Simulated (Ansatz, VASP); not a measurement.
## Al in VASP and in Ansatz

```
Al
1.0
    -1.61638    1.61638    1.61638
     1.61638   -1.61638    1.61638
     1.61638    1.61638   -1.61638
Al
1
Direct
  0.00000 0.00000 0.00000
```

Alike in both runs: task single point; functional r2SCAN; k mesh 16 × 16 × 16; occupations fermi-dirac, width 0.1 eV; no spin polarisation.

|  | VASP | Ansatz |
| --- | --- | --- |
| version | VASP 6.6.1 | Ansatz 0.2.0 |
| potentials or method | VASP PAW PBE potentials, release 64 (Al) | plane waves (500 eV) with PAW, scalar-relativistic |
| plane-wave cutoff (eV) | 520 | 500 |
| valence electrons in the cell | 3 | 3 |

VASP gave:

- pressure (GPa): -3.4

Problem. Which values does Ansatz return?

Solution. Pressure (GPa): -3.2.

The functional is the same, so the differences come from potentials, cutoffs and numerics.

Caveats: the PAW data sets were made with another functional, which shifts forces and pressure a little (VASP).
